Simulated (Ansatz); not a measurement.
# Al11P12: the cost of one run

Method: DFT PBE, scalar-relativistic, plane waves, PAW, in Ansatz 0.2.0.

The COD entry's cell or inner coordinates are ideal or old and differ from later refinements, so a difference from it is no clean test against experiment.

### Step 1. The structure to begin with

It takes space group P3m1 (No. 156, trigonal). The conventional cell has a = 7.709 Å, b = 7.709 Å, c = 25.081 Å, α = 90.00°, β = 90.00°, γ = 120.00°. Around P (site symmetry m) lie 3 Al at 2.36 Å. P (site symmetry 3m) is surrounded by 3 Al at 2.36 Å. Al (site symmetry m) is surrounded by 4 P at 2.36 Å. Around Al (site symmetry 3m) lie 4 P at 2.36 Å. Around P (site symmetry m) lie 4 Al at 2.36 Å. P (site symmetry 3m) is surrounded by 4 Al at 2.36 Å. Only part of the 11 independent sites is listed.

As a file:

```xyz
23
Lattice="7.7089 0.0000 0.0000 -3.8544 6.6761 0.0000 0.0000 0.0000 25.0811" Properties=species:S:1:pos:R:3 pbc="T T T"
P     0.0000    0.0000    9.0000
P    -1.9272    3.3380    9.0000
P     3.8544    0.0000    9.0000
P     1.9272    3.3380    9.0000
Al    0.0000    2.2254    9.7868
Al   -1.9272    5.5634    9.7868
Al    3.8544    2.2254    9.7868
Al    1.9272    5.5634    9.7868
P     0.0000    2.2254   12.1471
P    -1.9272    5.5634   12.1471
P     3.8544    2.2254   12.1471
P     1.9272    5.5634   12.1471
Al    1.9272    1.1127   12.9339
Al    0.0000    4.4507   12.9339
Al    5.7817    1.1127   12.9339
Al    3.8544    4.4507   12.9339
P     1.9272    1.1127   15.2943
P     0.0000    4.4507   15.2943
P     5.7817    1.1127   15.2943
P     3.8544    4.4507   15.2943
Al    0.0000    0.0000   16.0811
Al   -1.9272    3.3380   16.0811
Al    3.8544    0.0000   16.0811
```

Slab cut from the bulk at the bulk's listed lattice constants, lower half held.

### Step 2. Relaxing the atoms

The input, input.yaml:

```yaml
crystal:
  lattice:
    - [7.70887812, 0.0, 0.0]
    - [-3.85443906, 6.6760843, 0.0]
    - [0.0, 0.0, 25.081056488]
  atoms:
    - { symbol: P, position: [0.0, 0.0, 0.3588365588] }
    - { symbol: P, position: [0.0, 0.5, 0.3588365588] }
    - { symbol: P, position: [0.5, 0.0, 0.3588365588] }
    - { symbol: P, position: [0.5, 0.5, 0.3588365588] }
    - { symbol: Al, position: [0.166666665, 0.333333335, 0.390206209] }
    - { symbol: Al, position: [0.166666665, 0.833333335, 0.390206209] }
    - { symbol: Al, position: [0.666666665, 0.333333335, 0.390206209] }
    - { symbol: Al, position: [0.666666665, 0.833333335, 0.390206209] }
    - { symbol: P, position: [0.166666665, 0.333333335, 0.4843151699] }
    - { symbol: P, position: [0.166666665, 0.833333335, 0.4843151699] }
    - { symbol: P, position: [0.666666665, 0.333333335, 0.4843151699] }
    - { symbol: P, position: [0.666666665, 0.833333335, 0.4843151699] }
    - { symbol: Al, position: [0.333333335, 0.166666665, 0.5156848301] }
    - { symbol: Al, position: [0.333333335, 0.666666665, 0.5156848301] }
    - { symbol: Al, position: [0.833333335, 0.166666665, 0.5156848301] }
    - { symbol: Al, position: [0.833333335, 0.666666665, 0.5156848301] }
    - { symbol: P, position: [0.333333335, 0.166666665, 0.609793791], spin: 0.5 }
    - { symbol: P, position: [0.333333335, 0.666666665, 0.609793791], spin: 0.5 }
    - { symbol: P, position: [0.833333335, 0.166666665, 0.609793791] }
    - { symbol: P, position: [0.833333335, 0.666666665, 0.609793791], spin: 0.5 }
    - { symbol: Al, position: [0.0, 0.0, 0.6411634412] }
    - { symbol: Al, position: [0.0, 0.5, 0.6411634412] }
    - { symbol: Al, position: [0.5, 0.0, 0.6411634412] }
basis:
  ecutwfc: 420.0
  fft_grid_basis: typed
kpoints:
  mp_grid: { grid: [6, 6, 1] }
hamiltonian:
  xc: pbe
  pseudopotentials: { kind: paw }
scf:
  occupations: { method: gaussian, width: 0.05 }
output:
  forces: true
  eigenvalues: true
  populations: true
efield:
  axis: 3
  dipole_correction: true
  ramp_width: 0.04
magnetization:
  spin_polarized: true
relax:
  adjacent_minimum: "off"
  f_tol: 0.04
  max_steps: 40
  constraints: [{ sites: [0, 1, 2, 3, 4, 5, 6, 7, 8, 9, 10, 11] }]
```

Run with:

```console
$ ansatz run input.yaml --threads 4 --pin off --max-ram 8847MiB --backend cpu --events-out ev --progress --plain --runs-dir out
```

Q: Estimate wall time and peak memory on 4 threads of Arm Neoverse V2, shared host.

About 5.3 min, with a peak of 2.7 GiB.
